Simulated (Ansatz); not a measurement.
# TaN: frozen-core PAW against all-electron methods

```xyz
4
Lattice="3.0480 -0.0305 -0.0305 -1.5504 2.6549 -0.0112 -0.0492 -0.0492 4.9180" Properties=species:S:1:pos:R:3 pbc="T T T"
Ta    0.0000    0.0000    0.0000
Ta   -0.0246   -0.0246    2.4590
N    -0.0299    1.7475    1.2119
N     1.4783    0.8278    3.6645
```

Atoms are numbered in the order listed.

The conventional cell has a = 3.022 Å, b = 3.048 Å, c = 4.918 Å, α = 88.86°, β = 88.43°, γ = 60.86°. Ta (atom 1) is surrounded by 6 N at 2.13 to 2.16 Å. Ta (atom 2) has 6 N at 2.11 to 2.17 Å as nearest neighbours. Around N (atom 3) lie 6 Ta at 2.11 to 2.17 Å.

The cell comes from COD entry 1523630, which wasn't checked; take it as a given geometry. The listed cell was then made from it by scaling, straining or moving an atom.

Spin–orbit coupling is left out, though it moves levels of the heavy atoms by tenths of an eV or more.

Methods: DFT, PBE, PAW with Ansatz's default frozen-core files, scalar-relativistic (Ansatz 0.2.0); DFT, PBE, all-electron PAW with datasets made for the crystal, scalar-relativistic (Ansatz 0.2.0); DFT, PBE, all-electron LAPW, scalar-relativistic (Ansatz 0.2.0).

For PAW: a Γ-centred 9×9×5 k mesh, Fermi–Dirac smearing of 0.01 eV, cutoff 420 eV, no spin polarisation. The crystal-made all-electron datasets (AE datasets) take a cutoff of 520 eV at this cell. LAPW targets a basis error of 0.5 meV/atom. The Ansatz runs share mesh, smearing and spin set-up. Plane-wave (PAW) pressures include the program's estimate of the Pulay term.

Stress and pressure are positive in compression.

The change that made this cell: equal xy, yz and zx engineering shear strains of -2 %.

No spin–orbit coupling: at heavy atoms the gradients can be off by tens of per cent for that reason.

In a metal, gradients converge slowly with the k mesh: the values move by tens of per cent from one mesh to another, at times in sign, so only the comparison on one mesh counts.

```json
{"quantity": "pressure (GPa)", "PAW": "60.10", "AE datasets": "59.62", "LAPW": "59.62"}
{"quantity": "stress xx (GPa)", "PAW": "31.60", "AE datasets": "31.22", "LAPW": "31.22"}
{"quantity": "stress zz (GPa)", "PAW": "117.10", "AE datasets": "116.42", "LAPW": "116.42"}
{"quantity": "stress yz (GPa)", "PAW": "5.38", "AE datasets": "5.33", "LAPW": "5.33"}
{"quantity": "stress xz (GPa)", "PAW": "5.41", "AE datasets": "5.36", "LAPW": "5.36"}
{"quantity": "stress xy (GPa)", "PAW": "3.32", "AE datasets": "3.29", "LAPW": "3.29"}
{"quantity": "force on N3, x (eV/Å)", "PAW": "-0.449", "AE datasets": "-0.445", "LAPW": "-0.445"}
{"quantity": "field gradient Vzz at Ta1 (10²¹ V/m²)", "PAW": "-20.67", "AE datasets": "-20.14", "LAPW": "–"}
{"quantity": "field gradient Vzz at Ta2 (10²¹ V/m²)", "PAW": "-23.15", "AE datasets": "-22.31", "LAPW": "–"}
```

PAW's pressure differs from the LAPW value by +0.48 GPa. Datasets made for the crystal and LAPW share parts of one code, so their agreement isn't an independent check.
